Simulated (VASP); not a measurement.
A run of VASP 6.6.1 is set up as follows.

The input POSCAR:

```
NiO
1.0
    0.0000000000      2.2406300000      2.2406300000
    2.2406300000      0.0000000000      2.2406300000
    2.2406300000      2.2406300000      0.0000000000
Ni O
1 1
Direct
    0.0000000000      0.0000000000      0.0000000000
    0.7500000000      0.7500000000      0.7500000000
```

INCAR.step1

```
ALGO = Normal
EDIFF = 1E-8
EDIFFG = -0.002
ENCUT = 600
GGA = PE
IBRION = 2
ISIF = 3
ISMEAR = 0
ISPIN = 2
LASPH = True
LCHARG = False
LMAXMIX = 4
LORBIT = 11
LREAL = False
LWAVE = False
MAGMOM = 1 0
NELM = 100
NSW = 40
PREC = Accurate
SIGMA = 0.02
```

File INCAR.step2:

```
ALGO = Normal
EDIFF = 1E-8
ENCUT = 600
GGA = PE
IBRION = 6
ISIF = 2
ISMEAR = 0
ISPIN = 2
LASPH = True
LCHARG = False
LMAXMIX = 4
LORBIT = 11
LREAL = False
LWAVE = False
MAGMOM = 1 0
NELM = 100
NFREE = 2
NSW = 1
POTIM = 0.015
PREC = Accurate
SIGMA = 0.02
```

The input KPOINTS:

```
k-points
0
Gamma
  7 7 7
```

Potentials or basis: VASP PAW PBE potentials, release 64 (Ni, O).

Launch:

```bash
$ cat potpaw_PBE.64/Ni/POTCAR potpaw_PBE.64/O/POTCAR > POTCAR
$ cp INCAR.step1 INCAR
$ mpirun -np 1 vasp_std > vasp.out
$ cp CONTCAR POSCAR
$ cp INCAR.step2 INCAR
$ mpirun -np 1 vasp_std > vasp.out
```

Problem. What does it give for the highest phonon frequency at Γ, LO-TO splitting left out?

Solution. 407 cm⁻¹.

Problem. Predict the relaxed cell.

Solution. a = 3.163 Å, b = 3.163 Å, c = 3.163 Å, α = 60.00°, β = 60.00°, γ = 60.00°.

Problem. What does it give for the space group after relaxing (to 0.05 Å)?

Solution. F-43m (No. 216).

Problem. What does it give for the relaxed volume?

Solution. 11.19 Å³/atom.

Step by step:
| step | energy change (eV) | largest force (eV/Å) | pressure (GPa) | volume (Å³) |
| --- | --- | --- | --- | --- |
| 1 | 0.0000 | 0.0000 | -0.55 | 22.50 |
| 2 | -0.0002 | 0.0000 | 0.10 | 22.37 |
| 3 | -0.0002 | 0.0000 | 0.02 | 22.39 |

Caveat: a cell with one magnetic atom can't hold antiferromagnetic order, which such compounds often take.
